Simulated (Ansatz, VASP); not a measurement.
**InAs in VASP and in Ansatz**

```
CELL_PARAMETERS angstrom
0.00000 2.73389 2.73389
2.73389 0.00000 2.73389
2.73389 2.73389 0.00000
ATOMIC_POSITIONS crystal
In 0.00000 0.00000 0.00000
As 0.50000 0.50000 0.50000
```

Alike in both runs: task relaxation of cell and atoms; functional PBE; k mesh 13 × 13 × 13; occupations fermi-dirac, width 0.1 eV; no spin polarisation.

|  | VASP | Ansatz |
| --- | --- | --- |
| version | VASP 6.6.1 | Ansatz 0.2.0 |
| potentials or method | VASP PAW PBE potentials, release 64 (In_d, As) | PAW with Ansatz's default frozen-core files, scalar-relativistic |
| plane-wave cutoff (eV) | 600 | 420 |
| valence electrons in the cell | 18 | 28 |

Ansatz gave:

- relaxed volume (Å³/atom): 23.79
- relaxed cell length with the largest relative difference (Å): 4.067
- energy change over the relaxation (meV/atom): -121

What did VASP give for the same quantities?

Relaxed volume (Å³/atom): 23.81; relaxed cell length with the largest relative difference (Å): 4.068; energy change over the relaxation (meV/atom): -123.

The two sets of potentials don't hold the same shells in valence.

Caveats: the volume moved by over 15 % at a fixed basis, so the end points are rough (VASP).
